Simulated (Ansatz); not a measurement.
# Si63N defect cell: relaxing the atoms and single point, part 1 of 2

Aim: for Si63N defect cell, 2 runs in a chain (relaxing the atoms and single point).

Program: Ansatz 0.2.0. Level of theory: DFT PBE, scalar-relativistic, plane waves, PAW, and further levels as typed in the inputs. These are calculated values, not measurements.

**1. The starting structure**

The structure is trigonal, space group R3m (No. 160). Conventional cell: a = 15.361 Å, b = 15.361 Å, c = 18.814 Å, α = 90.00°, β = 90.00°, γ = 120.00°. N (site symmetry 3m) is surrounded by 3 Si at 2.22 Å. Si (site symmetry m) has 4 Si at 2.35 Å in its first shell of neighbours. Si (site symmetry 3m) is surrounded by 3 Si at 2.35 Å. Si (site symmetry 1) has 4 Si at 2.35 Å in its first shell of neighbours. Only part of the 20 independent sites is listed.

Coordinates:

```
N Si
1.0
    10.86200    0.00000    0.00000
     0.00000   10.86200    0.00000
     0.00000    0.00000   10.86200
N Si
1 63
Direct
  0.96500 0.96500 0.96500
  0.00000 0.25000 0.25000
  0.25000 0.00000 0.25000
  0.25000 0.25000 0.00000
  0.12500 0.12500 0.12500
  0.12500 0.37500 0.37500
  0.37500 0.12500 0.37500
  0.37500 0.37500 0.12500
  0.00000 0.00000 0.50000
  0.00000 0.25000 0.75000
  0.25000 0.00000 0.75000
  0.25000 0.25000 0.50000
  0.12500 0.12500 0.62500
  0.12500 0.37500 0.87500
  0.37500 0.12500 0.87500
  0.37500 0.37500 0.62500
  0.00000 0.50000 0.00000
  0.00000 0.75000 0.25000
  0.25000 0.50000 0.25000
  0.25000 0.75000 0.00000
  0.12500 0.62500 0.12500
  0.12500 0.87500 0.37500
  0.37500 0.62500 0.37500
  0.37500 0.87500 0.12500
  0.00000 0.50000 0.50000
  0.00000 0.75000 0.75000
  0.25000 0.50000 0.75000
  0.25000 0.75000 0.50000
  0.12500 0.62500 0.62500
  0.12500 0.87500 0.87500
  0.37500 0.62500 0.87500
  0.37500 0.87500 0.62500
  0.50000 0.00000 0.00000
  0.50000 0.25000 0.25000
  0.75000 0.00000 0.25000
  0.75000 0.25000 0.00000
  0.62500 0.12500 0.12500
  0.62500 0.37500 0.37500
  0.87500 0.12500 0.37500
  0.87500 0.37500 0.12500
  0.50000 0.00000 0.50000
  0.50000 0.25000 0.75000
  0.75000 0.00000 0.75000
  0.75000 0.25000 0.50000
  0.62500 0.12500 0.62500
  0.62500 0.37500 0.87500
  0.87500 0.12500 0.87500
  0.87500 0.37500 0.62500
  0.50000 0.50000 0.00000
  0.50000 0.75000 0.25000
  0.75000 0.50000 0.25000
  0.75000 0.75000 0.00000
  0.62500 0.62500 0.12500
  0.62500 0.87500 0.37500
  0.87500 0.62500 0.37500
  0.87500 0.87500 0.12500
  0.50000 0.50000 0.50000
  0.50000 0.75000 0.75000
  0.75000 0.50000 0.75000
  0.75000 0.75000 0.50000
  0.62500 0.62500 0.62500
  0.62500 0.87500 0.87500
  0.87500 0.62500 0.87500
  0.87500 0.87500 0.62500
```

**2. Relaxing the atoms: Si63N defect cell, total moment held at 1 μB**

The input, input.yaml:

```yaml
crystal:
  lattice:
    - [10.862, 0.0, 0.0]
    - [0.0, 10.862, 0.0]
    - [0.0, 0.0, 10.862]
  atoms:
    - { symbol: "N", position: [0.965, 0.965, 0.965] }
    - { symbol: Si, position: [0.0, 0.25, 0.25] }
    - { symbol: Si, position: [0.25, 0.0, 0.25] }
    - { symbol: Si, position: [0.25, 0.25, 0.0] }
    - { symbol: Si, position: [0.125, 0.125, 0.125] }
    - { symbol: Si, position: [0.125, 0.375, 0.375] }
    - { symbol: Si, position: [0.375, 0.125, 0.375] }
    - { symbol: Si, position: [0.375, 0.375, 0.125] }
    - { symbol: Si, position: [0.0, 0.0, 0.5] }
    - { symbol: Si, position: [0.0, 0.25, 0.75] }
    - { symbol: Si, position: [0.25, 0.0, 0.75] }
    - { symbol: Si, position: [0.25, 0.25, 0.5] }
    - { symbol: Si, position: [0.125, 0.125, 0.625] }
    - { symbol: Si, position: [0.125, 0.375, 0.875] }
    - { symbol: Si, position: [0.375, 0.125, 0.875] }
    - { symbol: Si, position: [0.375, 0.375, 0.625] }
    - { symbol: Si, position: [0.0, 0.5, 0.0] }
    - { symbol: Si, position: [0.0, 0.75, 0.25] }
    - { symbol: Si, position: [0.25, 0.5, 0.25] }
    - { symbol: Si, position: [0.25, 0.75, 0.0] }
    - { symbol: Si, position: [0.125, 0.625, 0.125] }
    - { symbol: Si, position: [0.125, 0.875, 0.375] }
    - { symbol: Si, position: [0.375, 0.625, 0.375] }
    - { symbol: Si, position: [0.375, 0.875, 0.125] }
    - { symbol: Si, position: [0.0, 0.5, 0.5] }
    - { symbol: Si, position: [0.0, 0.75, 0.75] }
    - { symbol: Si, position: [0.25, 0.5, 0.75] }
    - { symbol: Si, position: [0.25, 0.75, 0.5] }
    - { symbol: Si, position: [0.125, 0.625, 0.625] }
    - { symbol: Si, position: [0.125, 0.875, 0.875] }
    - { symbol: Si, position: [0.375, 0.625, 0.875] }
    - { symbol: Si, position: [0.375, 0.875, 0.625] }
    - { symbol: Si, position: [0.5, 0.0, 0.0] }
    - { symbol: Si, position: [0.5, 0.25, 0.25] }
    - { symbol: Si, position: [0.75, 0.0, 0.25] }
    - { symbol: Si, position: [0.75, 0.25, 0.0] }
    - { symbol: Si, position: [0.625, 0.125, 0.125] }
    - { symbol: Si, position: [0.625, 0.375, 0.375] }
    - { symbol: Si, position: [0.875, 0.125, 0.375] }
    - { symbol: Si, position: [0.875, 0.375, 0.125] }
    - { symbol: Si, position: [0.5, 0.0, 0.5] }
    - { symbol: Si, position: [0.5, 0.25, 0.75] }
    - { symbol: Si, position: [0.75, 0.0, 0.75] }
    - { symbol: Si, position: [0.75, 0.25, 0.5] }
    - { symbol: Si, position: [0.625, 0.125, 0.625] }
    - { symbol: Si, position: [0.625, 0.375, 0.875] }
    - { symbol: Si, position: [0.875, 0.125, 0.875] }
    - { symbol: Si, position: [0.875, 0.375, 0.625] }
    - { symbol: Si, position: [0.5, 0.5, 0.0] }
    - { symbol: Si, position: [0.5, 0.75, 0.25] }
    - { symbol: Si, position: [0.75, 0.5, 0.25] }
    - { symbol: Si, position: [0.75, 0.75, 0.0] }
    - { symbol: Si, position: [0.625, 0.625, 0.125] }
    - { symbol: Si, position: [0.625, 0.875, 0.375] }
    - { symbol: Si, position: [0.875, 0.625, 0.375] }
    - { symbol: Si, position: [0.875, 0.875, 0.125] }
    - { symbol: Si, position: [0.5, 0.5, 0.5] }
    - { symbol: Si, position: [0.5, 0.75, 0.75] }
    - { symbol: Si, position: [0.75, 0.5, 0.75] }
    - { symbol: Si, position: [0.75, 0.75, 0.5] }
    - { symbol: Si, position: [0.625, 0.625, 0.625] }
    - { symbol: Si, position: [0.625, 0.875, 0.875] }
    - { symbol: Si, position: [0.875, 0.625, 0.875] }
    - { symbol: Si, position: [0.875, 0.875, 0.625] }
scf:
  occupations: { method: gaussian, width: 0.02 }
output:
  forces: true
  stress: false
  eigenvalues: true
kpoints:
  mp_grid: { grid: [2, 2, 2] }
relax:
  f_tol: 0.02
  max_steps: 60
magnetization:
  spin_polarized: true
  initial_magnetization: 1
  spin_locking: { lock_magnetization: hard }
```

Launch:

```
$ ansatz run input.yaml --threads 8 --pin off --max-ram 32768MiB --backend cpu --events-out ev --progress --plain --runs-dir out
```

Log:

```text
Warning: RAYON_NUM_THREADS=8 ignored (pool sized by the plan → 8); use --threads N
Engine: ansatz 0.2.0, aarch64-unknown-linux-gnu
Pseudopotentials: kind: paw
Pseudopotential: N, paw, valence charge 5, recommended cutoff 420 eV (normal), N.paw.azcp
Pseudopotential: Si, paw, valence charge 4, recommended cutoff 420 eV (normal), Si.paw.azcp
Functional definition: PBE
  parameter kappa = 0.804
  parameter beta = 0.06672455060314922
  exchange = pbe_x(kappa = kappa, mu = beta*pi^2/3)
  correlation = pbe_c(beta = beta)
Crystal: 64 atoms, lattice volume = 1281.532 Å³
Basis set: ecut = 420 eV, 25173 PW (Γ), exchange–correlation on 150×150×150 points (8 copies of the dense FFT grid, shifted against one another)
Bands: 193, of which v1, the nominal top of the filled ones, is band 129 counted from 1 (128 counted from 0)
Symmetry: 6 space group operations
Space group: R3m (ITA 160), of the structure as read, at distance tolerance 1.1e-4 Å
Magnetic group: BNS 160.65 (UNI 1295), of the structure as read, at distance tolerance 1.1e-4 Å
k-points: 4 of 8
Non-local potential: N, projectors of the file, l = 0: 2, l = 1: 2, l = 2: 1
Non-local potential: Si, projectors of the file, l = 0: 2, l = 1: 2, l = 2: 2
PAW form: soft (Blöchl's): semilocal exchange-correlation on the pseudo side does not see the compensation charge
PAW one-centre angular grid: N, 110 points (default); XC on 64 Gauss nodes
PAW one-centre angular grid: Si, 110 points (default); XC on 64 Gauss nodes
Initial density: superposition of atomic densities (chi_scale 0.1, normalization cell, long waves kept (reshape's long-wave potential 0.40 eV rms))
Starting moments: Σ|m| = 1 μB on 64 of 64 sites
Initial wavefunctions: pseudopotential atomic-orbital guess
Functional: x = pbe(κ = 0.804, μ = 0.2195149727645171), c = pbe(β = 0.06672455060314922)
SCF iter   1: F=—  HF=-40446.762307 eV  |F-HF|=—  |Δ(HF+E_count)|=         —  Δρ=2.73e-2 (↑2.71e-2 ↓2.73e-2)  dr2=6.92e1  dr2_m=7.04e-4  M=1.000 μB ∫|m|=1.000 μB  β_m=0.30  ethr=3.10e-3  ⟨swp⟩=6.8  Hψ=7626  notcnv=0  defer=152
preconditioner: auto → Kerker (q_TF=auto, 2.087 Å⁻¹)  [metal: Δε(μ)=0.026 eV  Ē_g=7.993 eV  σ=0.020 eV  W_gap=0.50  n_scr=202 (ndim 8)  ℏωp=16.6 eV  f_vac=0.000  D(μ)=9.99/eV (n_scr^D=32)]
spin=Collinear: Kerker preconditioning applied to the charge; magnetization (m = ρ↑ − ρ↓) channel mixes plain (no charge-response kernel on spin).
SCF iter   2: F=—  HF=-40441.417366 eV  |F-HF|=—  |Δ(HF+E_count)|=    5.34e0  Δρ=1.83e-2 (↑1.81e-2 ↓1.83e-2)  dr2=2.42e1  dr2_m=5.11e-3  M=1.000 μB ∫|m|=1.000 μB  β_m=0.44  ethr=3.10e-3  ⟨swp⟩=3.2  Hψ=2904  notcnv=0  defer=311
preconditioner: auto → Resta (q_TF=auto, 2.087 Å⁻¹)  ε∞=5.3  [insulator: Δε(μ)=0.100 eV  Ē_g=7.976 eV  σ=0.020 eV  W_gap=1.00  n_scr=202 (ndim 8)  ℏωp=16.6 eV  f_vac=0.000  D(μ)=0.03/eV (n_scr^D=0)  ε∞_Penn≈5.3]
spin=Collinear: Resta preconditioning applied to the charge; magnetization (m = ρ↑ − ρ↓) channel mixes plain (no charge-response kernel on spin).
SCF iter   3: F=—  HF=-40438.277137 eV  |F-HF|=—  |Δ(HF+E_count)|=    3.14e0  Δρ=1.31e-2 (↑1.24e-2 ↓1.31e-2)  dr2=1.62e1  dr2_m=2.98e-3  M=1.000 μB ∫|m|=1.001 μB  β_m=0.47  ethr=3.10e-3  ⟨swp⟩=3.0  Hψ=2957  notcnv=0  defer=452
SCF iter   4: F=—  HF=-40436.307284 eV  |F-HF|=—  |Δ(HF+E_count)|=    1.97e0  Δρ=4.07e-3 (↑4.07e-3 ↓2.06e-3)  dr2=5.03e-1  dr2_m=2.67e-2  M=1.000 μB ∫|m|=1.035 μB  β_m=0.73  ethr=3.10e-3  ⟨swp⟩=4.0  Hψ=2942  notcnv=0  defer=465
SCF iter   5: F=—  HF=-40436.429364 eV  |F-HF|=—  |Δ(HF+E_count)|=   1.22e-1  Δρ=2.18e-3 (↑2.18e-3 ↓1.89e-3)  dr2=3.57e-1  dr2_m=2.84e-3  M=1.000 μB ∫|m|=1.070 μB  β_m=0.65  ethr=1.96e-4  ⟨swp⟩=4.0  Hψ=2658  notcnv=0  defer=473
SCF iter   6: F=—  HF=-40436.391359 eV  |F-HF|=—  |Δ(HF+E_count)|=   3.80e-2  Δρ=8.47e-4 (↑5.57e-4 ↓8.47e-4)  dr2=2.24e-2  dr2_m=6.15e-4  M=1.000 μB ∫|m|=1.083 μB  β_m=0.78  ethr=1.39e-4  ⟨swp⟩=3.5  Hψ=2441  notcnv=0  defer=471
[... 123 lines left out ...]
    - { symbol: Si, position: [0.1245119958439671, 0.1245119958439671, 0.6245047311050114] }
    - { symbol: Si, position: [0.1243813905992333, 0.37295608959076, 0.875612791411999] }
    - { symbol: Si, position: [0.37295608959076, 0.1243813905992333, 0.875612791411999] }
    - { symbol: Si, position: [0.3754840185841935, 0.3754840185841935, 0.6266769621745205] }
    - { symbol: Si, position: [-0.000856441154260545, 0.49921933032571486, -0.0008564411542605447] }
    - { symbol: Si, position: [5.778746924590064e-5, 0.7586209884544652, 0.23893819876773623] }
    - { symbol: Si, position: [0.2505044577922491, 0.5014819084424964, 0.2505044577922491] }
    - { symbol: Si, position: [0.23893819876773623, 0.7586209884544652, 5.778746924590082e-5] }
    - { symbol: Si, position: [0.1245119958439671, 0.6245047311050114, 0.1245119958439671] }
    - { symbol: Si, position: [0.1243813905992333, 0.875612791411999, 0.37295608959076] }
    - { symbol: Si, position: [0.3754840185841935, 0.6266769621745205, 0.3754840185841935] }
    - { symbol: Si, position: [0.37295608959076, 0.875612791411999, 0.1243813905992333] }
    - { symbol: Si, position: [-0.0009585077042671816, 0.5015585428110203, 0.5015585428110203] }
    - { symbol: Si, position: [-0.0032850479451477653, 0.7511270648372083, 0.7511270648372083] }
    - { symbol: Si, position: [0.24828718828613724, 0.4997258032265734, 0.7507947168113566] }
    - { symbol: Si, position: [0.24828718828613724, 0.7507947168113566, 0.4997258032265734] }
    - { symbol: Si, position: [0.12455063528736009, 0.6268886024731661, 0.6268886024731661] }
    - { symbol: Si, position: [0.09545521825824588, 0.8881329014819198, 0.8881329014819198] }
    - { symbol: Si, position: [0.3692647421255211, 0.628690317120392, 0.8760734086642591] }
    - { symbol: Si, position: [0.3692647421255211, 0.8760734086642591, 0.628690317120392] }
    - { symbol: Si, position: [0.49921933032571486, -0.0008564411542605447, -0.0008564411542605445] }
    - { symbol: Si, position: [0.5014819084424964, 0.2505044577922491, 0.2505044577922491] }
    - { symbol: Si, position: [0.7586209884544652, 5.778746924590227e-5, 0.23893819876773623] }
    - { symbol: Si, position: [0.7586209884544652, 0.23893819876773623, 5.778746924590286e-5] }
    - { symbol: Si, position: [0.6245047311050114, 0.1245119958439671, 0.1245119958439671] }
    - { symbol: Si, position: [0.6266769621745205, 0.3754840185841935, 0.3754840185841935] }
    - { symbol: Si, position: [0.875612791411999, 0.1243813905992333, 0.37295608959076] }
    - { symbol: Si, position: [0.875612791411999, 0.37295608959076, 0.1243813905992333] }
    - { symbol: Si, position: [0.5015585428110203, -0.0009585077042671818, 0.5015585428110203] }
    - { symbol: Si, position: [0.4997258032265734, 0.24828718828613724, 0.7507947168113566] }
    - { symbol: Si, position: [0.7511270648372083, -0.003285047945147764, 0.7511270648372083] }
    - { symbol: Si, position: [0.7507947168113566, 0.24828718828613724, 0.4997258032265734] }
    - { symbol: Si, position: [0.6268886024731661, 0.12455063528736009, 0.6268886024731661] }
    - { symbol: Si, position: [0.628690317120392, 0.3692647421255211, 0.8760734086642591] }
    - { symbol: Si, position: [0.8881329014819198, 0.09545521825824588, 0.8881329014819198] }
    - { symbol: Si, position: [0.8760734086642591, 0.3692647421255211, 0.628690317120392] }
    - { symbol: Si, position: [0.5015585428110203, 0.5015585428110203, -0.0009585077042671815] }
    - { symbol: Si, position: [0.4997258032265734, 0.7507947168113566, 0.24828718828613724] }
    - { symbol: Si, position: [0.7507947168113566, 0.4997258032265734, 0.24828718828613724] }
    - { symbol: Si, position: [0.7511270648372083, 0.7511270648372083, -0.003285047945147764] }
    - { symbol: Si, position: [0.6268886024731661, 0.6268886024731661, 0.12455063528736009] }
    - { symbol: Si, position: [0.628690317120392, 0.8760734086642591, 0.3692647421255211] }
    - { symbol: Si, position: [0.8760734086642591, 0.628690317120392, 0.3692647421255211] }
    - { symbol: Si, position: [0.8881329014819198, 0.8881329014819198, 0.09545521825824588] }
    - { symbol: Si, position: [0.4994028187300148, 0.4994028187300148, 0.4994028187300148] }
    - { symbol: Si, position: [0.4963386896043339, 0.7485067461049416, 0.7485067461049416] }
    - { symbol: Si, position: [0.7485067461049416, 0.4963386896043339, 0.7485067461049416] }
    - { symbol: Si, position: [0.7485067461049416, 0.7485067461049416, 0.4963386896043339] }
    - { symbol: Si, position: [0.6240122345814496, 0.6240122345814496, 0.6240122345814496] }
    - { symbol: Si, position: [0.6221531770631963, 0.8726881776071472, 0.8726881776071472] }
    - { symbol: Si, position: [0.8726881776071472, 0.6221531770631963, 0.8726881776071472] }
    - { symbol: Si, position: [0.8726881776071472, 0.8726881776071472, 0.6221531770631963] }
```

Wall time 4.6 min (8 threads of Arm Neoverse V2, shared host); peak memory 8.4 GiB.

Relaxation path:

```
step  E - E(step 1) (eV/cell)  largest force component (eV/Å)
   1                   0.0000                          2.0581
   2                  -1.2466                          1.3293
   3                  -1.8127                          0.2215
   4                  -1.8452                          0.0695
   5                  -1.8649                          0.1150
   6                  -1.8800                          0.1131
   7                  -1.8874                          0.1450
   8                  -1.8796                          0.2082
   9                  -1.9000                          0.0552
  10                  -1.9049                          0.0085
  11                  -1.9049                          0.0085
```

Step 1 is the start. Step 8 was tried and not accepted.

(Continued in part 2 of 2.)
